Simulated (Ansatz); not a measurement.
# IrO2 (P4_2/mnm): equation of state

How stiff is IrO2 (P4_2/mnm)? Energies and pressures are computed at volumes on both sides of the relaxed cell and fitted.

A COD entry behind a cell of this session may itself be a prediction, so a difference from it is no test against experiment.

Computed with Ansatz 0.2.0 (DFT PBE, scalar-relativistic, plane waves, PAW, unless a step's input says otherwise).

Spin polarisation is switched off on purpose; where the compound carries moments, volume, stiffness and gap are then not the real material's.

## Step 1: Starting point

The structure is tetragonal, space group P4_2/mnm (No. 136). The conventional cell has a = 4.530 Å, b = 4.530 Å, c = 3.179 Å, α = 90.00°, β = 90.00°, γ = 90.00°. Around Ir (site symmetry mmm) lie 6 O at 1.97 to 2.01 Å. O (site symmetry m2m) has 3 Ir at 1.97 to 2.01 Å as nearest neighbours.

Coordinates:

```xyz
6
Lattice="4.5297 0.0000 0.0000 0.0000 4.5297 0.0000 0.0000 0.0000 3.1787" Properties=species:S:1:pos:R:3 pbc="T T T"
Ir    0.0000    0.0000    0.0000
Ir    2.2648    2.2648    1.5894
O     1.3964    1.3964    0.0000
O     0.8685    3.6612    1.5894
O     3.1333    3.1333    0.0000
O     3.6612    0.8685    1.5894
```

An earlier run at PBE left this cell at 10.870 Å³/atom and 0.01 GPa (6×6×10 mesh).

Volume factors to run: 0.980, 1.020, 0.960, 1.040.

## Step 2: At 0.980 of the relaxed volume

Input file input.yaml:

```yaml
crystal:
  lattice:
    - [4.4992969117, 0.0, 0.0]
    - [0.0, 4.4992969117, 0.0]
    - [0.0, 0.0, 3.1574139807]
  atoms:
    - { symbol: Ir, position: [0.0, 0.0, 0.0] }
    - { symbol: Ir, position: [0.5, 0.5, 0.5] }
    - { symbol: O, position: [0.3082743421, 0.3082743421, 0.0] }
    - { symbol: O, position: [0.1917256579, 0.8082743421, 0.5] }
    - { symbol: O, position: [0.6917256579, 0.6917256579, 0.0] }
    - { symbol: O, position: [0.8082743421, 0.1917256579, 0.5] }
basis:
  ecutwfc: 420
  ecutrho_ratio: 4
kpoints:
  mp_grid: { grid: [6, 6, 10] }
hamiltonian:
  xc: pbe
scf:
  occupations: { method: gaussian, width: 0.05 }
output:
  forces: true
  stress: true
  eigenvalues: true
relax:
  f_tol: 0.01
  max_steps: 40
  cell: { stress_tol: 0.1, fix: [volume] }
```

Started as:

```
> ansatz run input.yaml --threads 1 --pin off --max-ram 2560MiB --backend cpu --events-out ev --progress --plain --runs-dir out
```

After this run come: At 1.020 of the relaxed volume; Scaling the volume by 0.960; Volume × 1.040.

**Question.** What will these runs give? Wanted: V0; B0; B0′; scatter of the fit.

**Answer**, as computed:

| quantity | value |
| --- | --- |
| V0 | 10.871 Å³/atom |
| B0 | 263 GPa |
| B0′ | 4.7 |
| scatter of the fit | 0.005 meV/atom |

What this shows: A third-order Birch–Murnaghan fit puts the minimum at 10.87 Å³/atom with a bulk modulus of 263 GPa, a stiff solid. One per cent of compression takes about 2.6 GPa. These are values at 0 K without zero-point motion. Spin–orbit coupling is left out, though the cell holds Ir; in elements this heavy it can shift levels and gaps by tenths of an eV.
